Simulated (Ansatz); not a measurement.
# ZrN under pressure

These are results of DFT PBE, scalar-relativistic, plane waves, PAW in Ansatz, not measurements. Settings: 420 eV plane-wave cutoff, Γ-centred 16×16×16 mesh, Fermi-Dirac smearing of 0.15 eV. No spin polarisation. Phonons by linear response, acoustic sum rule imposed.

Equilibrium structure at this level:
```cif
data_structure
_symmetry_space_group_name_H-M 'Fm-3m'
_symmetry_Int_Tables_number 225
_cell_length_a 4.5957
_cell_length_b 4.5957
_cell_length_c 4.5957
_cell_angle_alpha 90.000
_cell_angle_beta 90.000
_cell_angle_gamma 90.000
_cell_volume 97.06
loop_
_atom_site_label
_atom_site_type_symbol
_atom_site_symmetry_multiplicity
_atom_site_Wyckoff_symbol
_atom_site_fract_x
_atom_site_fract_y
_atom_site_fract_z
_atom_site_occupancy
Zr1 Zr 4 a 0.00000 0.00000 0.00000 1
N1 N 4 b 0.50000 0.00000 0.00000 1
```

In a metal, frequencies and elastic constants depend on the k mesh and the smearing, soft modes and shear constants most.

The cell is relaxed again at -3 and -1 and 1 and 2 and 4 and 6 and 7 and 9 and 16 and 18 and 20 and 30 and 35 and 40 GPa. How do volume, gap and optical modes at Γ (cm⁻¹, counted from the lowest optical one; a degenerate one stands once) change?

Answers

```tsv
	0 GPa	-3 GPa	-1 GPa	1 GPa	2 GPa	4 GPa	6 GPa	7 GPa	9 GPa	16 GPa	18 GPa	20 GPa	30 GPa	35 GPa	40 GPa
V/V0	1.000	1.012	1.004	0.996	0.992	0.985	0.977	0.974	0.967	0.945	0.939	0.933	0.907	0.895	0.884
gap (eV)	0.00	0.00	0.00	0.00	0.00	0.00	0.00	0.00	0.00	0.00	0.00	0.00	0.00	0.00	0.00
mode 1	475	463	471	478	482	490	497	500	507	530	536	542	571	584	596
```

Cost: 15 runs of about 8.1 core-minutes in all, on Intel Xeon Processor @ 2.70GHz, Intel Xeon Platinum 8488C (Sapphire Rapids), Arm Neoverse V1 and other processors (shared hosts).